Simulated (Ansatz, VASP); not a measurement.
# CdSe (CdSe (10-10), 4 units) in two plane-wave programs, part 2 of 2

Wanted: the spread between two codes on one cell, functional and k mesh. Of the first pair: The structure shown is the start of the Ansatz relaxation below; VASP solves that cell, so the two are compared at the walk's first step.

VASP 6.6.1 and Ansatz 0.2.0.

So far: Set-up; Ansatz: relaxation, PBE; VASP: single point, PBE, start cell, pair 1.

### 4. Differences

Known differences besides the potentials themselves: Ansatz cuts the interaction across the vacuum, VASP repeats the sheet with a dipole correction; the data sets hold 288 valence electrons in Ansatz (on its default PAW (the set named soft_2) files) and 144 in VASP; the cutoff is 420 eV in Ansatz and 400 eV in VASP. Total energies have different zeros and are not compared.

Forces on 7 of the 16 atoms, those with the largest forces and the largest differences (eV/Å; atoms numbered as in POSCAR):

| atom | Ansatz x, y, z | VASP x, y, z |
| --- | --- | --- |
| Cd1 | 0.000, 0.764, 0.620 | 0.000, 0.757, 0.595 |
| Cd7 | 0.000, -0.467, 0.251 | 0.000, -0.467, 0.254 |
| Cd8 | 0.000, 0.764, -0.620 | 0.000, 0.757, -0.595 |
| Se9 | 0.000, -0.146, -0.586 | 0.000, -0.134, -0.618 |
| Se10 | 0.000, -0.260, -0.616 | 0.000, -0.266, -0.620 |
| Se15 | 0.000, -0.260, 0.616 | 0.000, -0.266, 0.620 |
| Se16 | 0.000, -0.146, 0.586 | 0.000, -0.134, 0.618 |

The forces differ by 8.9 meV/Å r.m.s., which is 2.9 % of the r.m.s. force of 0.304 eV/Å (both taken over all components). With vacuum in the cell, a pressure given here is an average over mostly empty space and none of the material.

### 5. Ansatz: relaxation, PBE

This run makes the geometry at which the two programs are then compared.

The structure compared here is the end of the Ansatz relaxation.

input.yaml

```yaml
crystal:
  lattice:
    - [4.3, 0.0, 0.0]
    - [0.0, 7.01, 0.0]
    - [0.0, 0.0, 26.4130307876]
  atoms:
    - { symbol: Cd, position: [0.0, 0.0, 0.2650207035] }
    - { symbol: Se, position: [0.0, 0.376, 0.2650207035] }
    - { symbol: Cd, position: [0.5, 0.5, 0.3120165628] }
    - { symbol: Se, position: [0.5, 0.876, 0.3120165628] }
    - { symbol: Cd, position: [0.5, 0.0, 0.4060082814] }
    - { symbol: Se, position: [0.5, 0.376, 0.4060082814] }
    - { symbol: Cd, position: [0.0, 0.5, 0.4530041407] }
    - { symbol: Se, position: [0.0, 0.876, 0.4530041407] }
    - { symbol: Cd, position: [0.0, 0.0, 0.5469958593] }
    - { symbol: Se, position: [0.0, 0.376, 0.5469958593] }
    - { symbol: Cd, position: [0.5, 0.5, 0.5939917186] }
    - { symbol: Se, position: [0.5, 0.876, 0.5939917186] }
    - { symbol: Cd, position: [0.5, 0.0, 0.6879834372] }
    - { symbol: Se, position: [0.5, 0.376, 0.6879834372] }
    - { symbol: Cd, position: [0.0, 0.5, 0.7349792965] }
    - { symbol: Se, position: [0.0, 0.876, 0.7349792965] }
  periodic: [true, true, false]
kpoints:
  mp_grid: { grid: [7, 4, 1] }
hamiltonian:
  xc: pbe
scf:
  occupations: { method: fermi_dirac, width: 0.05 }
relax:
  f_tol: 0.01
  max_steps: 90
  cell: {}
```

Started as:

```console
> ansatz run input.yaml --threads 4 --pin off --max-ram 8192MiB --backend cpu --events-out ev --progress --plain --runs-dir out
```

Numbers of over 12 decimals in the logs are rounded to 6 here.

The log of the run:

```text
[...]
Crystal: 16 atoms, lattice volume = 1465.735 Å³
Basis set: ecut = 420 eV, 28679 PW (Γ), exchange–correlation on 60×96×720 points (8 copies of the dense FFT grid, shifted against one another)
Bands: 173, of which v1, the nominal top of the filled ones, is band 144 counted from 1 (143 counted from 0)
Symmetry: 4 space group operations
[...]
- { symbol: Se, position: [0, 0.864987, 0.246884] }
    - { symbol: Cd, position: [0, -0.010775, 0.299121] }
    - { symbol: Se, position: [0, 0.364987, 0.296303] }
    - { symbol: Cd, position: [0.5, 0.491915, 0.322345] }
    - { symbol: Se, position: [0.5, 0.867282, 0.325844] }
    - { symbol: Cd, position: [0.5, -0.017816, 0.379353] }
    - { symbol: Se, position: [0.5, 0.367269, 0.374956] }
    - { symbol: Cd, position: [0, 0.553233, 0.389488] }
    - { symbol: Se, position: [0, 0.887904, 0.407594] }
[key lines of the parts left out:]
SCF converged after 9 iterations
Free energy (F): -109797.417779 eV
Fermi energy:    -5.150566 eV
P = ½ c Tr σ = -0.0015 N/m
```

### 6. VASP: single point, PBE, relaxed cell, pair 2

The same cell, functional, mesh and smearing now go to VASP, with its own data sets.

INCAR

```
SYSTEM = CdSe
PREC = Accurate
ENCUT = 400
EDIFF = 1E-06
NELM = 120
ISMEAR = -1
SIGMA = 0.05
LREAL = .FALSE.
ALGO = Normal
GGA = PE
NBANDS = 89
LORBIT = 11
LWAVE = .FALSE.
LCHARG = .FALSE.
ISIF = 2
LDIPOL = .TRUE.
IDIPOL = 3
DIPOL = 0.5 0.5 0.272
LVHAR = .TRUE.
LASPH = .TRUE.
GGA_COMPAT = .FALSE.
EFERMI = MIDGAP
NELMDL = -8
KPAR = 4
```

POSCAR

```
CdSe
1.0
    4.3351552231      0.0000000000      0.0000000000
    0.0000000000      7.1577130645      0.0000000000
    0.0000000000      0.0000000000     48.6260615716
Cd Se
8 8
Direct
    0.0000000000      0.0532328000      0.1536985277
    0.5000000000      0.4821842677      0.1638340429
    0.5000000000      0.9919153153      0.2208417979
    0.0000000000      0.4892250255      0.2440656522
    0.0000000000      0.9892250255      0.2991210657
    0.5000000000      0.4919153153      0.3223449199
    0.5000000000      0.9821842677      0.3793526750
    0.0000000000      0.5532328000      0.3894881901
    0.0000000000      0.3879040832      0.1355923880
    0.5000000000      0.8672691117      0.1682308138
    0.5000000000      0.3672820151      0.2173432090
    0.0000000000      0.8649873816      0.2468836607
    0.0000000000      0.3649873816      0.2963030571
    0.5000000000      0.8672820151      0.3258435088
    0.5000000000      0.3672691117      0.3749559040
    0.0000000000      0.8879040832      0.4075943299
```

KPOINTS

```
Automatic mesh
0
Gamma
7 4 1
0 0 0
```

The projector-augmented-wave data sets are Cd and Se (PBE family, release 64).

Started as:

```console
> mpirun -np 4 vasp_std
```

The log of the run:

```text
[... set-up lines as in an earlier step ...]
 entering main loop
       N       E                     dE             d eps       ncg     rms          rms(c)
DAV:   1     0.110503715560E+04    0.11050E+04   -0.46049E+04  2176   0.996E+02
DAV:   2     0.760493426386E+02   -0.10290E+04   -0.99610E+03  2763   0.269E+02
DAV:   3    -0.423612321531E+02   -0.11841E+03   -0.11718E+03  2444   0.934E+01
DAV:   4    -0.463833177530E+02   -0.40221E+01   -0.40041E+01  2432   0.167E+01
[...]
DAV:  23    -0.430282490554E+02   -0.28353E-05   -0.10314E-07  1424   0.430E-04    0.111E-04
DAV:  24    -0.430282506477E+02   -0.15924E-05   -0.96359E-08  1533   0.318E-04    0.105E-04
DAV:  25    -0.430282510126E+02   -0.36482E-06   -0.10939E-08  1397   0.155E-04
   1 F= -.43028251E+02 E0= -.43028248E+02  d E =-.515050E-05
```

OUTCAR, selected parts (step 6):

```text
  Total       -0.2563796     -0.3311392     -0.4639263      0.0000000      0.0000000      0.0000000
  in kB       -0.2722363     -0.3516197     -0.4926195      0.0000000      0.0000000      0.0000000
  external PRESSURE =      -0.3721585 kB  Pullay stress =       0.0000000 kB

 POSITION                                       TOTAL-FORCE (eV/Angst)
 -----------------------------------------------------------------------------------
      0.00000      0.38103      7.47375         0.000000     -0.010345     -0.004085
      2.16758      3.45134      7.96660         0.000000      0.002646      0.005511
      2.16758      7.09985     10.73867         0.000000      0.001524     -0.001034
      0.00000      3.50173     11.86795         0.000000      0.000325      0.000405
      0.00000      7.08059     14.54508         0.000000      0.000325     -0.000405
      2.16758      3.52099     15.67436         0.000000      0.001524      0.001034
      2.16758      7.03019     18.44643         0.000000      0.002646     -0.005511
      0.00000      3.95988     18.93928         0.000000     -0.010345      0.004085
      0.00000      2.77651      6.59332         0.000000      0.025668     -0.045188
      2.16758      6.20766      8.18040         0.000000     -0.020380     -0.004215
      2.16758      2.62890     10.56854         0.000000      0.003303     -0.003620
      0.00000      6.19133     12.00498         0.000000     -0.002741      0.002817
      0.00000      2.61247     14.40805         0.000000     -0.002741     -0.002817
      2.16758      6.20776     15.84449         0.000000      0.003303      0.003620
      2.16758      2.62881     18.23263         0.000000     -0.020380      0.004215
      0.00000      6.35536     19.81971         0.000000      0.025668      0.045188
 -----------------------------------------------------------------------------------
    total drift:                                0.000000     -0.003527      0.000531

  FREE ENERGIE OF THE ION-ELECTRON SYSTEM (eV)
  ---------------------------------------------------
  free  energy   TOTEN  =       -43.0282510126 eV

  energy  without entropy=      -43.0282458621  energy(sigma->0) =      -43.02824844

[... 1 part as in an earlier step ...]

[... 2 further parts left out ...]
[key lines of the parts left out:]
E-fermi :  -3.1820
```

### 7. Comparison

What differs besides the data sets and the points named for the pairs above, as far as they apply: the data sets hold 288 valence electrons in Ansatz (on its default PAW (the set named soft_2) files) and 144 in VASP. Total energies have different zeros and are not compared.

The two programs side by side:

| quantity | Ansatz | VASP | difference |
| --- | --- | --- | --- |
| gap on the k mesh (eV) | 0.984 | 0.983 | +0.001 |

At this near-relaxed geometry the largest component of a force difference is 45 meV/Å. A gap on the mesh is an upper bound, since the band edges may lie between its points. With vacuum in the cell, a pressure given here is an average over mostly empty space and none of the material.

### 8. What came out

```
r.m.s. force difference (single point, PBE, start cell, pair 1)   : 2.9 % of the r.m.s. force
r.m.s. force difference (single point, PBE, relaxed cell, pair 2) : 12 meV/Å
```

What this shows: The r.m.s. force difference is 12 meV/Å (single point, PBE, relaxed cell, pair 2), at about the 12 meV/Å picked in this series as the mark of a large difference. The data sets hold unlike numbers of valence electrons (288 in Ansatz and 144 in VASP), so part of the differences comes from the potentials. What causes the difference of the single point, PBE, relaxed cell, pair 2 pair stays open here. How closely two codes agree says nothing of how well the functional describes the real material.

[Lines on the potential files, build, host, timing and source positions are cut from VASP's logs without a mark.]

[Logs are printed without paths, hosts, clocks, repeated set-up lines and the standing remarks that a program may print on its own settings, such as how far it seeks lower states.]

[Hosts, paths, dates, database ids (printed as entryN), source tags and the programs' standing remarks are cut or masked in the printed files.]
